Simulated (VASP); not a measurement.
## TlBr (strained CsCl): one r²SCAN single-point calculation in two programs

```
CELL_PARAMETERS angstrom
4.05004 0.00000 0.00000
0.00000 4.05004 0.00000
0.00000 0.00000 4.05004
ATOMIC_POSITIONS crystal
Tl 0.00000 0.00000 0.00000
Br 0.50000 0.50000 0.50000
```

Datasets and cutoffs are each program's own. VASP's cell holds 20 valence electrons and Ansatz's 20. Ansatz's stress includes a Pulay correction; VASP's doesn't.

Cutoffs: 520 eV in VASP, 500 eV in Ansatz. k meshes: 6×6×6 and 6×6×6.

```csv
,VASP,Ansatz
gap between bands v and c,2.43 eV,2.42 eV
least direct gap,2.43 eV,2.42 eV
pressure,-0.9 GPa,-0.9 GPa
```

Band v is the last that the valence electrons fill when counted band by band, and c is the next. Levels in eV from the top of v, Ansatz:

```tsv
point	v−1	v	c	c+1
Γ	-1.13	-1.13	7.55	7.55
X	-0.69	0.00	2.42	6.24
M	-2.62	-0.61	5.22	5.22
R	-1.74	-1.74	2.71	2.71
```

VASP:

```csv
point,v−1,v,c,c+1
Γ,-1.12,-1.12,7.55,7.55
X,-0.69,0.00,2.43,6.25
M,-2.61,-0.60,5.22,5.22
R,-1.73,-1.73,2.72,2.72
```
